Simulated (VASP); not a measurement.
Crystal: SiNi.

```
Si Ni
1.0
     2.87139    0.00000    0.00000
     0.00000    3.18289    0.00000
     0.00000    0.00000    4.54047
Si Ni
2 2
Direct
  0.00000 0.00000 0.15873
  0.50000 0.50000 0.84127
  0.00000 0.00000 0.65689
  0.50000 0.50000 0.34311
```

The cell is a database's computed one.

The cell isn't the ideal one: a relaxed cell with its volume scaled by 0.94.

- Program: VASP 6.6.1
- Task: relaxation of shape and atoms at fixed volume
- Functional: LDA
- Potentials or basis: VASP PAW LDA potentials, release 64 (Si, Ni)
- Cutoff: 600 eV
- k mesh: 12 × 12 × 8
- Occupations: methfessel-paxton, width 0.1 eV
- Spin: no spin polarisation

At the start: pressure 15.2 GPa; volume 10.37 Å³/atom.

**Question.** Where does the relaxation end?

**Answer.** Over 8 steps the energy falls by 2.3 meV/atom; space group Pmmn (No. 59, to 0.05 Å).

The path:
| step | energy change (eV) | largest force (eV/Å) | pressure (GPa) |
| --- | --- | --- | --- |
| 1 | 0.0000 | 0.1884 | 15.24 |
| 2 | -0.0082 | 0.0211 | 14.18 |
| 3 | -0.0082 | 0.0257 | 14.18 |
| 4 | -0.0089 | 0.0086 | 14.12 |
| 5 | -0.0091 | 0.0352 | 14.07 |
| 6 | -0.0093 | 0.0146 | 14.10 |
| 7 | -0.0093 | 0.0178 | 14.08 |
| 8 | -0.0093 | 0.0034 | 14.04 |

Final structure:
```
Si Ni
1.0
     2.83649    0.00000    0.00000
     0.00000    3.19766    0.00000
     0.00000    0.00000    4.57508
Si Ni
2 2
Direct
  0.00000 0.00000 0.15682
  0.50000 0.50000 0.84318
  0.00000 0.00000 0.65472
  0.50000 0.50000 0.34528
```
